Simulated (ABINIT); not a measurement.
# Sc (Fm-3m) in ABINIT: equation of state

How stiff is Sc in PBE, and what volume does it want? The cell is scaled to several volumes.

All numbers are computed with ABINIT 10.8.3 (patched build); they aren't measurements. Logs are shortened: lines on timing, memory, paths and dates and some standing lists are left out, and cuts for length are marked. The log counts tension as positive stress, the text compression.

## (1) Starting point

The structure is cubic, space group Fm-3m (No. 225). Conventional cell: a = 4.520 Å, b = 4.520 Å, c = 4.520 Å, α = 90.00°, β = 90.00°, γ = 90.00°. Sc (site symmetry m-3m) is surrounded by 12 Sc at 3.20 Å.

This isn't the form of Sc at room conditions, which is hcp.

## (2) Equation of state, PBE

run.abi reads:

```
# Datasets: one volume each
ndtset 7
getwfk -1
scalecart1 3*0.9795861087
scalecart2 3*0.9864848297
scalecart3 3*0.9932883884
scalecart4 3*1.0000000000
scalecart5 3*1.0066227096
scalecart6 3*1.0131594038
scalecart7 3*1.0196128224

# Pseudopotentials
pp_dirpath "./"
pseudos "Sc.GGA_PBE-JTH.xml"

# Structure
acell 3.196122651 3.196122651 3.196122651 Angstrom
rprim
     0.0000000000     0.7071067812     0.7071067812
     0.7071067812     0.0000000000     0.7071067812
     0.7071067812     0.7071067812     0.0000000000
ntypat 1
znucl 21
natom 1
typat 1
xred
     0.0000000000     0.0000000000     0.0000000000

# Plane-wave basis
ecut 15.0
pawecutdg 30.0

# k points
kptopt 1
ngkpt 10 10 10
nshiftk 1
shiftk 0.0 0.0 0.0

# Exchange and correlation
ixc 11

# Bands and occupations
nband 10
occopt 3
tsmear 0.00183747

# SCF cycle
nstep 100
tolvrs 1.0e-9

# Output
iomode 3
prtwf 1
prtden 0
prteig 0
prtebands 0
enunit 1
```

Potentials or basis: JTH PAW PBE v2.0.

Launch:

```console
> abinit run.abi > log 2>&1
```

run.abo:

```text
.Version 10.8.3 of ABINIT
 DATASET    1 : space group Fm -3 m (#225); Bravais cF (face-center cubic)
================================================================================
 Values of the parameters that define the memory need for DATASET  1.
     intxc =       0    ionmov =       0      iscf =      17    lmnmax =      18
     lnmax =       6     mgfft =      24  mpssoang =       3    mqgrid =    3001
     natom =       1  nloc_mem =       2    nspden =       1   nspinor =       1
    nsppol =       1      nsym =      48    n1xccc =       1    ntypat =       1
    occopt =       3   xclevel =       2
       mpw =         415          nfft =       13824          nkpt =          47
 PAW method is used; the additional fine FFT grid is defined by:
   mgfftf=        30    nfftf =     27000
================================================================================
================================================================================
[... 71 lines left out ...]
 DATASET    7 : space group Fm -3 m (#225); Bravais cF (face-center cubic)
================================================================================
 Values of the parameters that define the memory need for DATASET  7.
     intxc =       0    ionmov =       0      iscf =      17    lmnmax =      18
     lnmax =       6     mgfft =      24  mpssoang =       3    mqgrid =    3001
     natom =       1  nloc_mem =       2    nspden =       1   nspinor =       1
    nsppol =       1      nsym =      48    n1xccc =       1    ntypat =       1
    occopt =       3   xclevel =       2
       mpw =         471          nfft =       13824          nkpt =          47
 PAW method is used; the additional fine FFT grid is defined by:
   mgfftf=        32    nfftf =     32768
================================================================================
================================================================================

--------------------------------------------------------------------------------
------------- Echo of variables that govern the present computation ------------
--------------------------------------------------------------------------------
 -outvars: echo values of preprocessed input variables --------
            acell      6.0397964752E+00  6.0397964752E+00  6.0397964752E+00 Bohr
              amu      4.49559100E+01
             ecut      1.50000000E+01 Hartree
           enunit           1
           getwfk          -1
              ixc          11
           jdtset        1    2    3    4    5    6    7
         kptrlatt       10    0    0      0   10    0      0    0   10
          kptrlen1     5.91650073E+01
          kptrlen2     5.95816760E+01
          kptrlen3     5.99925971E+01
          kptrlen4     6.03979648E+01
          kptrlen5     6.07979629E+01
          kptrlen6     6.11927660E+01
          kptrlen7     6.15825393E+01
            natom           1
            nband          10
           ndtset           7
            ngfft          24      24      24
          ngfftdg1         30      30      30
          ngfftdg2         30      30      30
          ngfftdg3         30      30      30
          ngfftdg4         30      30      30
          ngfftdg5         30      30      30
          ngfftdg6         32      32      32
          ngfftdg7         32      32      32
             nkpt          47
            nstep         100
             nsym          48
           ntypat           1
           occopt           3
        pawecutdg      3.00000000E+01 Hartree
         pawxcdev           0
           prtden           0
        prtebands           0
           prteig           0
            rprim1     0.0000000000E+00  6.9267198023E-01  6.9267198023E-01
                       6.9267198023E-01  0.0000000000E+00  6.9267198023E-01
                       6.9267198023E-01  6.9267198023E-01  0.0000000000E+00
            rprim2     0.0000000000E+00  6.9755011263E-01  6.9755011263E-01
                       6.9755011263E-01  0.0000000000E+00  6.9755011263E-01
                       6.9755011263E-01  6.9755011263E-01  0.0000000000E+00
            rprim3     0.0000000000E+00  7.0236095512E-01  7.0236095512E-01
                       7.0236095512E-01  0.0000000000E+00  7.0236095512E-01
                       7.0236095512E-01  7.0236095512E-01  0.0000000000E+00
            rprim4     0.0000000000E+00  7.0710678120E-01  7.0710678120E-01
                       7.0710678120E-01  0.0000000000E+00  7.0710678120E-01
                       7.0710678120E-01  7.0710678120E-01  0.0000000000E+00
            rprim5     0.0000000000E+00  7.1178974407E-01  7.1178974407E-01
                       7.1178974407E-01  0.0000000000E+00  7.1178974407E-01
                       7.1178974407E-01  7.1178974407E-01  0.0000000000E+00
            rprim6     0.0000000000E+00  7.1641188486E-01  7.1641188486E-01
                       7.1641188486E-01  0.0000000000E+00  7.1641188486E-01
                       7.1641188486E-01  7.1641188486E-01  0.0000000000E+00
            rprim7     0.0000000000E+00  7.2097514092E-01  7.2097514092E-01
                       7.2097514092E-01  0.0000000000E+00  7.2097514092E-01
                       7.2097514092E-01  7.2097514092E-01  0.0000000000E+00
          spgroup         225
           tolvrs      1.00000000E-09
           tsmear      1.83747000E-03 Hartree
            typat      1
           useylm           1
            znucl       21.00000

================================================================================

 chkinp: Checking input parameters for consistency, jdtset=   1.

 chkinp: Checking input parameters for consistency, jdtset=   2.

 chkinp: Checking input parameters for consistency, jdtset=   3.

 chkinp: Checking input parameters for consistency, jdtset=   4.
[... 34 lines left out ...]
 getcut : COMMENT -
  Note that boxcut > 2.2 ; recall that boxcut=Gcut(box)/Gcut(sphere) = 2
  is sufficient for exact treatment of convolution.
  Such a large boxcut is a waste : you could raise ecut
  e.g. ecut=   20.300297 Hartrees makes boxcut=2

 Fine grid specifications (used for densities):

 getcut: wavevector=  0.0000  0.0000  0.0000  ngfft=  30  30  30
         ecut(hartree)=     30.000   => boxcut(ratio)=   2.05879

--- Pseudopotential description ------------------------------------------------
- pspini: atom type   1  psp file is ./Sc.GGA_PBE-JTH.xml
 Pseudopotential format is: paw10
 basis_size (lnmax)=  6 (lmn_size= 18), orbitals=   0   0   1   1   2   2
 Spheres core radius: rc_sph= 2.41050872
 Shapefunction is BESSEL type: shapef(r,l)=aa(1,l)*jl(q(1,l)*r)+aa(2,l)*jl(q(2,l)*r)
 Radius for shape functions =  2.10063212
 Compensation charge density is not taken into account in XC energy/potential

   1.72540522E+02                                ecore*ucvol(ha*bohr**3)
--------------------------------------------------------------------------------

[... 7 lines left out ...]

     iter   Etot(hartree)      deltaE(h)  residm     nres2
 ETOT  1  -46.831370570018    -4.683E+01 8.041E-01 1.816E+00
 ETOT  2  -47.020390526269    -1.890E-01 2.659E-02 6.608E-01
 ETOT  3  -47.020369238039     2.129E-05 2.121E-03 2.211E-01
 ETOT  4  -47.020303021497     6.622E-05 2.951E-04 1.143E-02
 ETOT  5  -47.020302144787     8.767E-07 8.947E-05 2.364E-03
 ETOT  6  -47.020301802987     3.418E-07 2.649E-05 7.055E-05
 ETOT  7  -47.020301774319     2.867E-08 2.550E-05 1.193E-06
 ETOT  8  -47.020301775644    -1.325E-09 7.943E-06 2.656E-07
 ETOT  9  -47.020301775803    -1.585E-10 7.558E-06 9.098E-08
 ETOT 10  -47.020301775657     1.454E-10 2.336E-06 1.325E-09
 ETOT 11  -47.020301775662    -5.123E-12 2.252E-06 6.595E-10
[... 1169 lines left out ...]
 Cartesian components of stress tensor (hartree/bohr^3)
  sigma(1 1)= -1.01017532E-05  sigma(3 2)=  0.00000000E+00
  sigma(2 2)= -1.01017532E-05  sigma(3 1)=  0.00000000E+00
  sigma(3 3)= -1.01017532E-05  sigma(2 1)=  0.00000000E+00

-Cartesian components of stress tensor (GPa)         [Pressure=  2.9720E-01 GPa]
- sigma(1 1)= -2.97203840E-01  sigma(3 2)=  0.00000000E+00
- sigma(2 2)= -2.97203840E-01  sigma(3 1)=  0.00000000E+00
- sigma(3 3)= -2.97203840E-01  sigma(2 1)=  0.00000000E+00

== END DATASET(S) ==============================================================
================================================================================

 -outvars: echo values of variables after computation  --------
            acell      6.0397964752E+00  6.0397964752E+00  6.0397964752E+00 Bohr
           etotal1    -4.7020301776E+01
           etotal2    -4.7021075013E+01
           etotal3    -4.7021693474E+01
           etotal4    -4.7022164247E+01
           etotal5    -4.7022498743E+01
           etotal6    -4.7022712187E+01
           etotal7    -4.7022806872E+01
            fcart1    -0.0000000000E+00 -0.0000000000E+00 -0.0000000000E+00
            fcart2    -0.0000000000E+00 -0.0000000000E+00 -0.0000000000E+00
            fcart3    -0.0000000000E+00 -0.0000000000E+00 -0.0000000000E+00
            fcart4    -0.0000000000E+00 -0.0000000000E+00 -0.0000000000E+00
            fcart5    -0.0000000000E+00 -0.0000000000E+00 -0.0000000000E+00
            fcart6    -0.0000000000E+00 -0.0000000000E+00 -0.0000000000E+00
            fcart7    -0.0000000000E+00 -0.0000000000E+00 -0.0000000000E+00
            rprim1     0.0000000000E+00  6.9267198023E-01  6.9267198023E-01
                       6.9267198023E-01  0.0000000000E+00  6.9267198023E-01
                       6.9267198023E-01  6.9267198023E-01  0.0000000000E+00
            rprim2     0.0000000000E+00  6.9755011263E-01  6.9755011263E-01
                       6.9755011263E-01  0.0000000000E+00  6.9755011263E-01
                       6.9755011263E-01  6.9755011263E-01  0.0000000000E+00
            rprim3     0.0000000000E+00  7.0236095512E-01  7.0236095512E-01
                       7.0236095512E-01  0.0000000000E+00  7.0236095512E-01
[... 9 lines left out ...]
                       7.1641188486E-01  7.1641188486E-01  0.0000000000E+00
            rprim7     0.0000000000E+00  7.2097514092E-01  7.2097514092E-01
                       7.2097514092E-01  0.0000000000E+00  7.2097514092E-01
                       7.2097514092E-01  7.2097514092E-01  0.0000000000E+00
           strten1    -2.7027124565E-04 -2.7027124565E-04 -2.7027124565E-04
                       0.0000000000E+00  0.0000000000E+00  0.0000000000E+00
           strten2    -2.1805074156E-04 -2.1805074156E-04 -2.1805074156E-04
                       0.0000000000E+00  0.0000000000E+00  0.0000000000E+00
           strten3    -1.6946538149E-04 -1.6946538149E-04 -1.6946538149E-04
                       0.0000000000E+00  0.0000000000E+00  0.0000000000E+00
           strten4    -1.2460622302E-04 -1.2460622302E-04 -1.2460622302E-04
                       0.0000000000E+00  0.0000000000E+00  0.0000000000E+00
           strten5    -8.3360585418E-05 -8.3360585418E-05 -8.3360585418E-05
                       0.0000000000E+00  0.0000000000E+00  0.0000000000E+00
           strten6    -4.5107124056E-05 -4.5107124056E-05 -4.5107124056E-05
                       0.0000000000E+00  0.0000000000E+00  0.0000000000E+00
           strten7    -1.0101753202E-05 -1.0101753202E-05 -1.0101753202E-05
                       0.0000000000E+00  0.0000000000E+00  0.0000000000E+00
 Calculation completed.
```

Wall time 44 s (1 thread of Arm Neoverse V1, shared host); peak memory 0.12 GiB.

Results:

- Equilibrium volume: 24.65 Å³/atom (rough: see the caveat)
- Bulk modulus: 52 GPa (rough)

Energy against volume, from the lowest point:
```csv
volume (Å³/atom),energy (meV/atom)
21.701,68.17
22.163,47.13
22.625,30.30
23.086,17.49
23.548,8.38
24.010,2.58
24.472,0.00
```

Caveat: pressures at fixed basis lie under the slope of the energies; the minimum lies outside the volumes run.
